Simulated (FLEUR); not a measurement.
# C (P6_3/mmc) in FLEUR: further runs

The runs below take C through band structure, equation of state, with LDA (Wigner correlation).

The COD entry that gives the cell may itself be a prediction, so a difference from it is no test against experiment.

Everything below comes from runs of FLEUR MaX-R8.1 (later development tree). Logs are shortened: lines on timing, memory, paths and dates and some standing lists are left out, and cuts for length are marked.

## 1. Starting point

It takes space group P6_3/mmc (No. 194, hexagonal). The conventional cell has a = 2.522 Å, b = 2.522 Å, c = 8.237 Å, α = 90.00°, β = 90.00°, γ = 120.00°. Around C (site symmetry 3m) lie 4 C at 1.54 Å. C (site symmetry 3m) is surrounded by 4 C at 1.54 Å.

This is a hexagonal form of diamond, not graphite.

## 2. Band structure, LDA (Wigner correlation)

Contents of inp.xml:

```xml
<?xml version="1.0" encoding="UTF-8" standalone="no"?>
<fleurInput fleurInputVersion="0.39">
   <comment>
      C                                                                                                   
   </comment>
   <calculationSetup>
      <cutoffs Kmax="5.33" Gmax="16.5" GmaxXC="16.5" numbands="0"/>
      <scfLoop itmax="60" minDistance="0.00001" maxIterBroyd="15" imix="Anderson" alpha="0.05" precondParam="0.0" spinf="2.0" sdNocoIR="T"/>
      <coreElectrons ctail="T" frcor="F" kcrel="0" coretail_lmax="0"/>
      <xcFunctional name="wign" relativisticCorrections="F"/>
      <magnetism jspins="1"/>
      <soc l_soc="F" theta="0.0" phi="0.0" spav="F"/>
      <expertModes spex="0" secvar="F"/>
      <geometryOptimization l_f="F" forcealpha="1.0" forcemix="BFGS" epsdisp="0.00001" epsforce="0.00001"/>
      <ldaU l_linMix="F" mixParam="0.05" spinf="1.0"/>
   </calculationSetup>
   <cell>
      <bzIntegration valenceElectrons="32.0" mode="hist" fermiSmearingEnergy="0.00183747">
         <kPointListSelection listName="default-1"/>
         <!-- k-points included here -->
         <xi:include xmlns:xi="http://www.w3.org/2001/XInclude" href="kpts.xml"> </xi:include>
      </bzIntegration>
      <!-- symmetry operations included here -->
      <xi:include xmlns:xi="http://www.w3.org/2001/XInclude" href="sym.xml"> </xi:include>
      <bulkLattice scale="1.0">
         <bravaisMatrix>
            <row-1>    4.7660782588536597     0.0000000000000000     0.0000000000000000</row-1>
            <row-2>   -2.3830391294268298     4.1275448486208255     0.0000000000000000</row-2>
            <row-3>    0.0000000000000000     0.0000000000000000    15.5658630609426591</row-3>
         </bravaisMatrix>
      </bulkLattice>
   </cell>
   <atomSpecies>
      <species name="Carbon (C)" element="C" atomicNumber="6">
         <mtSphere radius="1.35" gridPoints="447" logIncrement="0.023"/>
         <atomicCutoffs lmax="8" lnonsphr="6"/>
         <electronConfig flipSpins="F">
            <coreConfig>(1s1/2)</coreConfig>
            <valenceConfig>(2s1/2) (2p1/2) (2p3/2)</valenceConfig>
            <stateOccupation state="(2p1/2)" spinUp="0.333333" spinDown="0.333333"/>
            <stateOccupation state="(2p3/2)" spinUp="0.666667" spinDown="0.666667"/>
         </electronConfig>
         <energyParameters s="2" p="2" d="3" f="4"/>
         <lo type="SCLO" l="0" n="2" eDeriv="2"/>
         <lo type="SCLO" l="1" n="2" eDeriv="2"/>
         <lo type="SCLO" l="2" n="3" eDeriv="2"/>
      </species>
   </atomSpecies>
   <atomGroups>
      <atomGroup species="Carbon (C)">
         <relPos label="                   1">-1.000/3.000 1.000/3.000 -5.000/32.000</relPos>
         <relPos label="                   2">1.000/3.000 -1.000/3.000 11.000/32.000</relPos>
         <relPos label="                   3">-1.000/3.000 1.000/3.000 -11.000/32.000</relPos>
         <relPos label="                   4">1.000/3.000 -1.000/3.000 5.000/32.000</relPos>
         <force calculate="T" relaxXYZ="TTT"/>
      </atomGroup>
      <atomGroup species="Carbon (C)">
         <relPos label="                   5">.0000000000 .0000000000 -3.000/32.000</relPos>
         <relPos label="                   6">.0000000000 .0000000000 13.000/32.000</relPos>
         <relPos label="                   7">.0000000000 .0000000000 -13.000/32.000</relPos>
         <relPos label="                   8">.0000000000 .0000000000 3.000/32.000</relPos>
         <force calculate="T" relaxXYZ="TTT"/>
      </atomGroup>
   </atomGroups>
   <output dos="F" band="F" slice="F">
      <checks vchk="F" cdinf="F"/>
      <bandDOS minEnergy="-.5*Htr" maxEnergy="0.5*Htr" sigma="0.015" storeEVData="T"/>
      <vacuumDOS vacdos="F" integ="F" star="F" nstars="0" locx1="0.0" locy1="0.0" locx2="0.0" locy2="0.0" nstm="0" tworkf="0.0"/>
      <unfoldingBand unfoldBand="F" supercellX="1" supercellY="1" supercellZ="1"/>
      <plotting iplot="0" polar="F">
         <plot TwoD="T" vec1="  1.0  0.0  0.0" vec2="  0.0  1.0  0.0" vec3="  0.0  0.0  1.0" zero="  0.0  0.0  0.0" file="plot"/>
      </plotting>
      <chargeDensitySlicing numkpt="0" minEigenval="0.0" maxEigenval="0.0" nnne="0" pallst="F"/>
      <specialOutput eonly="F"/>
      <moessbauerParams electricFieldGradient="T" isomerShift="T" coreHyperfine="T" valenceHyperfine="T"/>
      <magneticCircularDichroism mcd="F" energyLo="-10.0" energyUp="0.0"/>
   </output>
  <!-- We include the file relax.xml here to enable relaxations (see documentation) -->
  <xi:include xmlns:xi="http://www.w3.org/2001/XInclude" href="relax.xml"> <xi:fallback/> </xi:include>
</fleurInput>
```

Contents of crystal.txt:

```
C
&input cartesian=F /
2.5221000000  0.0000000000  0.0000000000
-1.2610500000  2.1842026709  0.0000000000
0.0000000000  0.0000000000  8.2371000000
1.8897261246
1.0 1.0 1.0

8
6 0.6666666667  0.3333333333  0.8437500000
6 0.3333333333  0.6666666667  0.3437500000
6 0.6666666667  0.3333333333  0.6562500000
6 0.3333333333  0.6666666667  0.1562500000
6 0.0000000000  0.0000000000  0.9062500000
6 0.0000000000  0.0000000000  0.4062500000
6 0.0000000000  0.0000000000  0.5937500000
6 0.0000000000  0.0000000000  0.0937500000

&kpt div1=12 div2=12 div3=4 gamma=T /
```

Contents of inp.xml (bands):

```
<?xml version="1.0" encoding="UTF-8" standalone="no"?>
<fleurInput fleurInputVersion="0.39">
   <comment>
      C                                                                                                   
   </comment>
   <calculationSetup>
      <cutoffs Kmax="5.33" Gmax="16.5" GmaxXC="16.5" numbands="0"/>
      <scfLoop itmax="60" minDistance="0.00001" maxIterBroyd="15" imix="Anderson" alpha="0.05" precondParam="0.0" spinf="2.0" sdNocoIR="T"/>
      <coreElectrons ctail="T" frcor="F" kcrel="0" coretail_lmax="0"/>
      <xcFunctional name="wign" relativisticCorrections="F"/>
      <magnetism jspins="1"/>
      <soc l_soc="F" theta="0.0" phi="0.0" spav="F"/>
      <expertModes spex="0" secvar="F"/>
      <geometryOptimization l_f="F" forcealpha="1.0" forcemix="BFGS" epsdisp="0.00001" epsforce="0.00001"/>
      <ldaU l_linMix="F" mixParam="0.05" spinf="1.0"/>
   </calculationSetup>
   <cell>
      <bzIntegration valenceElectrons="32.0" mode="hist" fermiSmearingEnergy="0.00183747">
         <kPointListSelection listName="path-1"/>
         <!-- k-points included here -->
         <xi:include xmlns:xi="http://www.w3.org/2001/XInclude" href="kpts.xml"> </xi:include>
      </bzIntegration>
      <!-- symmetry operations included here -->
      <xi:include xmlns:xi="http://www.w3.org/2001/XInclude" href="sym.xml"> </xi:include>
      <bulkLattice scale="1.0">
         <bravaisMatrix>
            <row-1>    4.7660782588536597     0.0000000000000000     0.0000000000000000</row-1>
            <row-2>   -2.3830391294268298     4.1275448486208255     0.0000000000000000</row-2>
            <row-3>    0.0000000000000000     0.0000000000000000    15.5658630609426591</row-3>
         </bravaisMatrix>
      </bulkLattice>
   </cell>
   <atomSpecies>
      <species name="Carbon (C)" element="C" atomicNumber="6">
         <mtSphere radius="1.35" gridPoints="447" logIncrement="0.023"/>
         <atomicCutoffs lmax="8" lnonsphr="6"/>
         <electronConfig flipSpins="F">
            <coreConfig>(1s1/2)</coreConfig>
            <valenceConfig>(2s1/2) (2p1/2) (2p3/2)</valenceConfig>
            <stateOccupation state="(2p1/2)" spinUp="0.333333" spinDown="0.333333"/>
            <stateOccupation state="(2p3/2)" spinUp="0.666667" spinDown="0.666667"/>
         </electronConfig>
         <energyParameters s="2" p="2" d="3" f="4"/>
         <lo type="SCLO" l="0" n="2" eDeriv="2"/>
         <lo type="SCLO" l="1" n="2" eDeriv="2"/>
         <lo type="SCLO" l="2" n="3" eDeriv="2"/>
      </species>
   </atomSpecies>
   <atomGroups>
      <atomGroup species="Carbon (C)">
         <relPos label="                   1">-1.000/3.000 1.000/3.000 -5.000/32.000</relPos>
         <relPos label="                   2">1.000/3.000 -1.000/3.000 11.000/32.000</relPos>
         <relPos label="                   3">-1.000/3.000 1.000/3.000 -11.000/32.000</relPos>
         <relPos label="                   4">1.000/3.000 -1.000/3.000 5.000/32.000</relPos>
         <force calculate="T" relaxXYZ="TTT"/>
      </atomGroup>
      <atomGroup species="Carbon (C)">
         <relPos label="                   5">.0000000000 .0000000000 -3.000/32.000</relPos>
         <relPos label="                   6">.0000000000 .0000000000 13.000/32.000</relPos>
         <relPos label="                   7">.0000000000 .0000000000 -13.000/32.000</relPos>
         <relPos label="                   8">.0000000000 .0000000000 3.000/32.000</relPos>
         <force calculate="T" relaxXYZ="TTT"/>
      </atomGroup>
   </atomGroups>
   <output dos="F" band="T" slice="F">
      <checks vchk="F" cdinf="F"/>
      <bandDOS minEnergy="-.5*Htr" maxEnergy="0.5*Htr" sigma="0.015" storeEVData="T"/>
      <vacuumDOS vacdos="F" integ="F" star="F" nstars="0" locx1="0.0" locy1="0.0" locx2="0.0" locy2="0.0" nstm="0" tworkf="0.0"/>
      <unfoldingBand unfoldBand="F" supercellX="1" supercellY="1" supercellZ="1"/>
      <plotting iplot="0" polar="F">
         <plot TwoD="T" vec1="  1.0  0.0  0.0" vec2="  0.0  1.0  0.0" vec3="  0.0  0.0  1.0" zero="  0.0  0.0  0.0" file="plot"/>
      </plotting>
      <chargeDensitySlicing numkpt="0" minEigenval="0.0" maxEigenval="0.0" nnne="0" pallst="F"/>
      <specialOutput eonly="F"/>
      <moessbauerParams electricFieldGradient="T" isomerShift="T" coreHyperfine="T" valenceHyperfine="T"/>
      <magneticCircularDichroism mcd="F" energyLo="-10.0" energyUp="0.0"/>
   </output>
  <!-- We include the file relax.xml here to enable relaxations (see documentation) -->
  <xi:include xmlns:xi="http://www.w3.org/2001/XInclude" href="relax.xml"> <xi:fallback/> </xi:include>
</fleurInput>
```

Potentials or basis: all-electron, FLAPW.

The run is started by

```console
$ inpgen -f crystal.txt -profile fastHighL
$ # inp.xml edited to the form shown
$ fleur_MPI
$ fleur_MPI   # second run, on inp.xml (bands)
```

Output:

```text
Welcome to FLEUR        (www.flapw.de)
      MaX-Release 8.1          (www.max-centre.eu)

 ========== k-point set info ==========
 Selected k-point list: default-1
 k-point list type: mesh
 12 x 12 x 4
 Number of k points: 57

 ------------Calculation Setup---------------------------
 Number of MPI-tasks      :            1
 Number of PE/node        :            1
 Number of OMP-threads    :            1
 Most efficient MPI parallelization for:
           1           3          19          57
 Additional eigenvalue parallelization possible
 Number of basis functions:          919
 Approximate size of matrices (H+S) per k-point:         0.013 GB
 --------------------------------------------------------
 Iteration:     1   Distance:      26.63692121 me/bohr^3
 Iteration:     2   Distance:      25.06662450 me/bohr^3
 Iteration:     3   Distance:       4.20460911 me/bohr^3
 Iteration:     4   Distance:       1.97347564 me/bohr^3
 Iteration:     5   Distance:       0.32021101 me/bohr^3
 Iteration:     6   Distance:       0.15390489 me/bohr^3
 Iteration:     7   Distance:       0.15011062 me/bohr^3
 Iteration:     8   Distance:       0.01293000 me/bohr^3
 Iteration:     9   Distance:       0.00297508 me/bohr^3
 Iteration:    10   Distance:       0.00290631 me/bohr^3
 Iteration:    11   Distance:       0.00004411 me/bohr^3
 Iteration:    12   Distance:       0.00001509 me/bohr^3
 Iteration:    13   Distance:       0.00000431 me/bohr^3

 ********************************************************************
 Run finished successfully
 Stop message:
   all done
 ********************************************************************
```

output (bands):

```text
Welcome to FLEUR        (www.flapw.de)
      MaX-Release 8.1          (www.max-centre.eu)

 ========== k-point set info ==========
 Selected k-point list: path-1
 k-point list type: path
 Number of k points: 60

 ------------Calculation Setup---------------------------
 Number of MPI-tasks      :            1
 Number of PE/node        :            1
 Number of OMP-threads    :            1
 Most efficient MPI parallelization for:
           1           2           3           4           5           6          10          12          15          20          30          60
 Additional eigenvalue parallelization possible
 Number of basis functions:          918
 Approximate size of matrices (H+S) per k-point:         0.013 GB
 --------------------------------------------------------
 Fermi energy correction for insulators:
 No automatic correction of the Fermi energy has been performed.

 Note: Band structure data (together with different weights) is also stored in the banddos.hdf file.
       A convenient way of extracting and plotting the data from that file is by making use of the

 ********************************************************************
 Run finished successfully
 Stop message:
   Charge density postprocessing done.
 ********************************************************************
```

out.xml (last iteration):

```text
<iteration numberForCurrentRun="   13" overallNumber="   13">
         <energyParameters units="Htr">
            <atomicEP atomType="1" spin="1" branch="2s" branchLowest="-9.18" branchHighest="2.78" value="-0.2533834438"/>
            <atomicEP atomType="1" spin="1" branch="2p" branchLowest="-9.99" branchHighest="2.32" value="-0.0575643396"/>
            <atomicEP atomType="1" spin="1" branch="3d" branchLowest="-9.99" branchHighest="6.94" value="0.1467019847"/>
            <atomicEP atomType="1" spin="1" branch="4f" branchLowest="-9.99" branchHighest="11.63" value="0.3065184191"/>
            <loAtomicEP atomType="1" spin="1" branch="2s" branchLowest="-9.18" branchHighest="2.78" value="-0.2533834438"/>
            <loAtomicEP atomType="1" spin="1" branch="2p" branchLowest="-9.99" branchHighest="2.32" value="-0.0575779813"/>
            <loAtomicEP atomType="1" spin="1" branch="3d" branchLowest="-9.99" branchHighest="6.94" value="0.1467038182"/>
            <atomicEP atomType="2" spin="1" branch="2s" branchLowest="-9.18" branchHighest="2.78" value="-0.2529006753"/>
            <atomicEP atomType="2" spin="1" branch="2p" branchLowest="-9.99" branchHighest="2.32" value="-0.0570693674"/>
            <atomicEP atomType="2" spin="1" branch="3d" branchLowest="-9.99" branchHighest="6.94" value="0.1472060755"/>
            <atomicEP atomType="2" spin="1" branch="4f" branchLowest="-9.99" branchHighest="11.63" value="0.3070226097"/>
            <loAtomicEP atomType="2" spin="1" branch="2s" branchLowest="-9.18" branchHighest="2.78" value="-0.2529006753"/>
            <loAtomicEP atomType="2" spin="1" branch="2p" branchLowest="-9.99" branchHighest="2.32" value="-0.0570830146"/>
            <loAtomicEP atomType="2" spin="1" branch="3d" branchLowest="-9.99" branchHighest="6.94" value="0.1472079058"/>
         </energyParameters>
         <eigenvalues>
            <eigenvaluesAt spin="1" ikpt="1" k_x="0.00000000" k_y="0.00000000" k_z="0.00000000">
                      -0.3289443899       -0.2666463711       -0.2648096013       -0.1122660047       -0.0370162583
[... 58 lines left out ...]
            </electricFieldGradient>
            <electricFieldGradient atomType="2" VXX="0.00126" VYY="0.00126" VZZ="-0.00252" asymParam="0.00000">
            </electricFieldGradient>
         </moessbauerParams>
         <totalEnergy                                    value="     -301.7210512972" units="Htr">
            <sumOfEigenvalues                            value="     -142.8059976609">
               <coreElectrons value="-146.9220496728"/>
               <valenceElectrons value="4.1160520118"/>
            </sumOfEigenvalues>
            <densityCoulombPotentialIntegral value="-389.8321529538"/>
            <densityEffectivePotentialIntegral value="-442.6413432677"/>
            <chargeDenXCDenIntegral value="-40.1516186715"/>
            <FockExchangeEnergyValence value="0.0000000000"/>
            <FockExchangeEnergyCore value="0.0000000000"/>
            <atomTypeDependentContributions atomType="1">
               <electronNucleiInteractionDifferentMTs value="165.7142474449"/>
               <MadelungTerm value="-17.5301716151"/>
            </atomTypeDependentContributions>
            <atomTypeDependentContributions atomType="2">
               <electronNucleiInteractionDifferentMTs value="165.7013173547"/>
               <MadelungTerm value="-17.5429653409"/>
            </atomTypeDependentContributions>
            <tkbTimesEntropy value="0.0000000000"/>
            <freeEnergy value="-301.7210512972"/>
            <extrapolationTo0K value="-301.7210512972"/>
         </totalEnergy>
         <densityConvergence units="me/bohr^3">
            <chargeDensity spin="1" distance="0.0000043120"/>
         </densityConvergence>
      </iteration>
```

It took 4.2 min on 1 thread of Arm Neoverse V1, shared host; peak memory 0.09 GiB.

What came out:

```
Free energy                                           : -8210.2481 eV
Band gap on the k mesh                                : 4.30 eV, indirect (least direct gap 5.10 eV)
Band gap along the path                               : 4.30 eV, indirect (least direct gap 5.10 eV)
Valence electrons inside the program's atomic spheres : C 2.09 (radii C 1.35 bohr)
```

Levels at the corners of the path, in eV from the valence-band top:
```tsv
point	band 13	band 14	band 15	band 16	band 17	band 18	band 19	band 20
Γ	-1.74	-0.23	0.00	0.00	5.10	5.10	5.63	6.90
M	-5.02	-4.54	-3.72	-2.93	4.33	5.49	5.73	5.87
K	-7.18	-5.71	-5.71	-4.03	6.01	6.01	7.90	8.36
Γ	-1.74	-0.23	0.00	0.00	5.10	5.10	5.63	6.90
A	-0.68	-0.68	-0.68	-0.68	5.89	5.89	5.89	5.89
L	-4.73	-4.73	-3.66	-3.66	4.69	4.69	6.93	6.93
H	-5.36	-5.36	-5.12	-5.12	5.01	5.01	9.75	9.75
A	-0.68	-0.68	-0.68	-0.68	5.89	5.89	5.89	5.89
L	-4.73	-4.73	-3.66	-3.66	4.69	4.69	6.93	6.93
M	-5.02	-4.54	-3.72	-2.93	4.33	5.49	5.73	5.87
K	-7.18	-5.71	-5.71	-4.03	6.01	6.01	7.90	8.36
H	-5.36	-5.36	-5.12	-5.12	5.01	5.01	9.75	9.75
```

Core levels (eV from the Fermi level):
```tsv
atom	levels
1 C	1s1/2 -262.4
2 C	1s1/2 -262.4
3 C	1s1/2 -262.4
4 C	1s1/2 -262.4
5 C	1s1/2 -262.4
6 C	1s1/2 -262.4
```

## 3. Equation of state, LDA (Wigner correlation), 5.33 Å³/atom (volume scaled by 0.94)

Changes to inp.xml since step 2:

```diff
@@ -6,3 +6,3 @@
    <calculationSetup>
-      <cutoffs Kmax="5.33" Gmax="16.5" GmaxXC="16.5" numbands="0"/>
+      <cutoffs Kmax="5.5" Gmax="17.0" GmaxXC="17.0" numbands="0"/>
       <scfLoop itmax="60" minDistance="0.00001" maxIterBroyd="15" imix="Anderson" alpha="0.05" precondParam="0.0" spinf="2.0" sdNocoIR="T"/>
@@ -24,3 +24,3 @@
       <xi:include xmlns:xi="http://www.w3.org/2001/XInclude" href="sym.xml"> </xi:include>
-      <bulkLattice scale="1.0">
+      <bulkLattice scale="0.9795861087">
          <bravaisMatrix>
@@ -34,3 +34,3 @@
       <species name="Carbon (C)" element="C" atomicNumber="6">
-         <mtSphere radius="1.35" gridPoints="447" logIncrement="0.023"/>
+         <mtSphere radius="1.31" gridPoints="447" logIncrement="0.023"/>
          <atomicCutoffs lmax="8" lnonsphr="6"/>
```

Potentials or basis: all-electron, FLAPW.

The run is started by

```console
$ inpgen -f crystal.txt -profile fastHighL
$ # inp.xml edited to the form shown
$ fleur_MPI
```

Wall time 4.3 min (1 thread of Arm Neoverse V1, shared host); peak memory 0.09 GiB.

It converged, with:

| Item | Value |
| --- | --- |
| Free energy | -8209.9896 eV |
| Band gap on the k mesh | 4.45 eV, indirect (least direct gap 5.24 eV) |
| Valence electrons inside the program's atomic spheres | C 2.01 (radii C 1.31 bohr) |

## 4. Equation of state, LDA (Wigner correlation), 5.45 Å³/atom (volume scaled by 0.96)

Changes to inp.xml since step 3:

```diff
@@ -24,3 +24,3 @@
       <xi:include xmlns:xi="http://www.w3.org/2001/XInclude" href="sym.xml"> </xi:include>
-      <bulkLattice scale="0.9795861087">
+      <bulkLattice scale="0.9864848297">
          <bravaisMatrix>
```

The run is started by

```console
$ inpgen -f crystal.txt -profile fastHighL
$ # inp.xml edited to the form shown
$ fleur_MPI
```

It took 4.4 min on 1 thread of Arm Neoverse V1, shared host; peak memory 0.09 GiB.

The run converged. Its results:

* Free energy: -8210.1353 eV
* Band gap on the k mesh: 4.40 eV, indirect (least direct gap 5.19 eV)
* Valence electrons inside the program's atomic spheres: C 1.99 (radii C 1.31 bohr)

[end of part 1 of 2]
